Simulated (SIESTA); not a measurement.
# MoS2 in SIESTA: the effect of Hubbard term

MoS2:

```
CELL_PARAMETERS angstrom
1.58000 0.91221 6.15000
-1.58000 0.91221 6.15000
0.00000 -1.82443 6.15000
ATOMIC_POSITIONS crystal
Mo 0.00000 0.00000 0.00000
S 0.41700 0.41700 0.41700
S 0.25000 0.25000 0.25000
```

Measurements of this composition are mostly on another form, of space group No. 194.

Alike in all runs:

* Program: SIESTA 5.4.2
* Task: density of states
* Functional: PBEsol
* Potentials or basis: PseudoDojo 0.4 standard (PBEsol files)
* Basis: DZP (energy shift 0.003 Ry; two zetas on semicore shells)
* Grid cutoff: 800 Ry
* Energy shift: 0.003 Ry
* k mesh: 8 × 8 × 8
* Occupations: fermi-dirac, width 0.05 eV
* Spin: no spin polarisation
* Hubbard projector method: 1
* U from the first cycle: yes
* broadening (eV): 0.05 eV
* window from (eV): -10 eV
* window to (eV): 5 eV
* energy points: 201

```csv
Hubbard term,gap on the mesh (eV),pressure (GPa),largest force (eV/Å)
none,1.04,3.4,0.71
Mo d U = 2 eV,?,?,?
Mo d U = 4 eV,1.08,1.2,0.47
Mo d U = 6 eV,1.11,-0.1,0.33
```

Problem. What does the run with Hubbard term Mo d U = 2 eV give?

Solution. gap on the mesh 1.06 eV; pressure 2.3 GPa; largest force 0.59 eV/Å.

Worked out: A straight line through the other rows of the gap on the mesh, of slope 0.0114 eV per eV, gives 1.06 eV, against the run's 1.06. A straight line through the other rows of the pressure, of slope -0.579 GPa per eV, gives 2.3 GPa, against the run's 2.3. A straight line through the other rows of the largest force, of slope -0.0629 eV/Å per eV, gives 0.59 eV/Å, against the run's 0.59.

Caveats: the basis of atomic orbitals isn't converged, which shifts pressures, moduli and gaps.

A k mesh can miss the band edges.
